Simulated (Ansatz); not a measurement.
A run of Ansatz 0.2.0 is set up as follows.

The input input.yaml:

```yaml
crystal:
  lattice:
    - [0.032023, 1.947429, 1.944308]
    - [1.930663, 0.018674, 1.957657]
    - [1.953677, 1.983791, -0.004339]
  atoms:
    - { symbol: Os, position: [-0.010235, -0.000265, -0.001314] }
hamiltonian:
  xc: pbe
  pseudopotentials: { kind: paw }
kpoints:
  mp_grid: { grid: [12, 12, 12] }
scf:
  occupations: { method: fermi_dirac, width: 0.05 }
output:
  forces: true
  stress: true
  eigenvalues: true
```

Potentials or basis: Ansatz PAW.

Command:

```bash
$ ansatz run input.yaml --threads 1 --pin off --max-ram 2560MiB --backend cpu --events-out ev --progress --plain --runs-dir out
```

Task: Predict the band gap on the k mesh.

Result: None (metal or under the smearing width).

Task: Estimate the pressure.

Result: -9.6 GPa.

Stress tensor (GPa, compression positive):
```
 -6.33  -9.06  -1.47
 -9.06 -11.22   2.67
 -1.47   2.67 -11.26
```

The run has no spin-orbit coupling, so splittings on Os are missing.
